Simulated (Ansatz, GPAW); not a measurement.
Given: the input of a run of Ansatz 0.2.0 on Sb (Antimony). 

Contents of input.yaml:

```yaml
crystal:
  lattice:
    - [2.1542, 1.2437279499, 3.758]
    - [-2.1542, 1.2437279499, 3.758]
    - [0.0, -2.4874558998, 3.758]
  atoms:
    - { symbol: Sb, position: [0.76651, 0.76651, 0.76651] }
    - { symbol: Sb, position: [0.23349, 0.23349, 0.23349] }
hamiltonian:
  xc: pbe
  pseudopotentials: { kind: paw }
kpoints:
  mp_grid: { grid: [8, 8, 8] }
scf:
  occupations: { method: gaussian, width: 0.012 }
output:
  forces: true
  stress: true
  eigenvalues: true
  write_density: true
  write_potential: true
  elf: true
  volumetric_format: npy
```

Potentials or basis: Ansatz PAW.

The run is started by

```sh
$ ansatz run input.yaml --threads 2 --pin off --max-ram 5632MiB --backend cpu --events-out ev --progress --plain --runs-dir out
```

Question: Translate it to GPAW 26.7.0 (ASE script). Potentials or basis there: GPAW PAW data sets (gpaw-data 1.2.1), cutoff 600 eV.

Answer: As run (cutoffs and basis follow the program's own potentials, and thresholds, step limits or extra output files can differ):

Contents of run.py:

```python
from ase import Atoms
from ase.dft.bandgap import bandgap
from ase.io import write
from ase.units import GPa
from gpaw import GPAW, PW

atoms = Atoms(['Sb', 'Sb'],
              cell=[[2.1542, 1.2437279499, 3.758],
                    [-2.1542, 1.2437279499, 3.758],
                    [0.0, -2.4874558998, 3.758]],
              scaled_positions=[[0.76651, 0.76651, 0.76651],
                                [0.23349, 0.23349, 0.23349]],
              pbc=True)

calc = GPAW(mode=PW(600),
            xc='PBE',
            kpts={'size': (8, 8, 8), 'gamma': True},
            occupations={'name': 'methfessel-paxton', 'order': 0, 'width': 0.012},
            nbands=25,
            convergence={'density': 1e-05, 'energy': 1e-05},
            maxiter=150,
            txt='gpaw.txt')
atoms.calc = calc
energy = atoms.get_potential_energy()
forces = atoms.get_forces()
stress = atoms.get_stress()
calc.write('gs.gpw')
write('result.traj', atoms)
print(f'Energy: {energy:.6f} eV')
print('Forces (eV/A):')
print(forces.round(4))
print('Stress (GPa):', (stress / GPa).round(3))
print('Fermi level:', round(calc.get_fermi_level(), 4), 'eV')
print(f'Gap: {bandgap(calc)[0]:.4f} eV, direct: {bandgap(calc, direct=True)[0]:.4f} eV')
```

Potentials or basis: GPAW PAW data sets (gpaw-data 1.2.1), pw.

Run with:

```bash
$ OMP_NUM_THREADS=1 python run.py
```

Both were run:

|  | Ansatz | GPAW |
| --- | --- | --- |
| Pressure | 2.7 GPa | 2.4 GPa |
| Largest force | 0.141 eV/Å | 0.124 eV/Å |

Ansatz's pressure holds a Pulay term of +0.03 GPa for its cutoff of 420 eV, which the other run lacks.

Where Ansatz's input types no cutoff or centring, it takes its own default and a Γ-centred mesh.

Pressure is positive in compression.
